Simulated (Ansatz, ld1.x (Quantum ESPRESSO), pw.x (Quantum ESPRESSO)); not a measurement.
# silicon: one change to the RRKJ potential, in the atom and in the fcc crystal

```
Element                 : Si (Z = 14)
Generator               : ld1.x (Quantum ESPRESSO) 7.5
Type                    : norm-conserving RRKJ (Kleinman–Bylander form)
Functional              : LDA (PW92)
Relativity              : scalar-relativistic
Frozen core             : [Ne]
Valence charge          : 4
Reference configuration : 3s2 3p2
Partial waves           : 3p (bound): rc 1.75 bohr; 3d channel at 0.2 Ry: rc 1.90 bohr; 3s (bound): rc 1.50 bohr
Local potential         : the s channel
Core correction         : none
rho0                    : 0.01
```

Change: all radii scaled by about 0.94 (s 1.42, p 1.64, d 1.78 bohr).

Cutoffs, loose and tight: the cutoffs (Ry, on a coarse ladder) from which the occupation-weighted sum of valence levels, in a spherical-Bessel basis at the reference potential, stays within 10 and 1 mRy of its value at 400 Ry. They do not see the model core or the augmentation charge, which bear on the density cutoff. Test errors are all-electron minus pseudo excitation energies from the reference, over the configurations 3s2 3p1; 3s2 3p0; 3s1 3p0; 3s0 3p4; 3s1 3p2; 3s2 3p1.5; 3s2 3p2.3 (two spin-polarised tests are not counted in the largest error); variants that change the core or the reference have their own tests.

Crystal test: fcc Si in pw.x 7.5, no spin, 15³ k-points, Fermi–Dirac smearing 0.01 Ry, cutoffs set for each file from its atomic test. The reference is all-electron LAPW (Ansatz 0.2.0) with the same functional, mesh and smearing; V0 and B0 come from Birch–Murnaghan fits to the pressures at five volumes. Errors are pseudo minus all-electron; Δ is the rms difference of the E(V) curves that follow from these fits, minima aligned, over ±6 % about the mean V0. Mesh and smearing are coarse, so the numbers serve the comparison and aren't converged zero-temperature values; the lattice is a test structure that the element need not adopt.

All-electron: a0 = 3.818 Å (V0 = 13.92 Å³/atom), B0 = 90.0 GPa.

**Question.** Does the change bring the crystal closer to the all-electron result?

**Answer.** The mean pressure error goes from -0.66 to -0.77 GPa, so the change moves the solid further from the all-electron pressures.

| quantity | base | changed |
| --- | --- | --- |
| outcome (atom) | generated | generated |
| cutoff, loose (atom) | 21 Ry | 30 Ry |
| cutoff, tight (atom) | 40 Ry | 70 Ry |
| bound ghosts (atom) | none | none |
| largest test error (meV) (atom) | +237 | +231 |
| cutoffs in pw.x (Ry) | 50/200 | 85/340 |
| a0 (Å) | 3.809 | 3.808 |
| a0 error (%) | -0.24 | -0.28 |
| B0 error (%) | -0.1 | +0.0 |
| Δ (meV/atom) | 2.0 | 2.3 |
| mean pressure error (GPa) | -0.66 | -0.77 |

 The atomic cutoffs weigh occupied waves only.
